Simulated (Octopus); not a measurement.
The system is LiCl.

```
Cl Li
1.0
     0.00000    2.56477    2.56477
     2.56477    0.00000    2.56477
     2.56477    2.56477    0.00000
Cl Li
1 1
Direct
  0.50000 0.50000 0.50000
  0.00000 0.00000 0.00000
```

| Property | Result |
| --- | --- |
| Program | Octopus 16.4 |
| Task | single point |
| Functional | PBE |
| Potentials or basis | pseudodojo_pbe (PseudoDojo 0.5, PBE) |
| Grid spacing | 0.140 Å |
| k mesh | 9 × 9 × 9 |
| Occupations | fermi-dirac, width 0.05 eV |
| Spin | no spin polarisation |

On this cell: largest force zero by symmetry; band gap on the k mesh 6.33 eV, direct.

The same run follows on a disturbed copy (atoms moved at random, drawn with an rms of 0.05 Å):

```
CELL_PARAMETERS angstrom
0.00000 2.56477 2.56477
2.56477 0.00000 2.56477
2.56477 2.56477 0.00000
ATOMIC_POSITIONS crystal
Cl 0.49436 0.52009 0.48159
Li 0.00738 0.97728 0.00359
```

What changes?

The energy moves by +1.7 meV/atom; largest force 0.088 eV/Å; band gap on the k mesh 6.31 eV, direct.

Forces in eV/Å, atoms in the order of the input:
```
Cl  -0.034  0.062 -0.051
Li   0.034 -0.062  0.051
```

Caveats: an odd mesh through Γ misses points on the zone boundary, where band edges often lie.
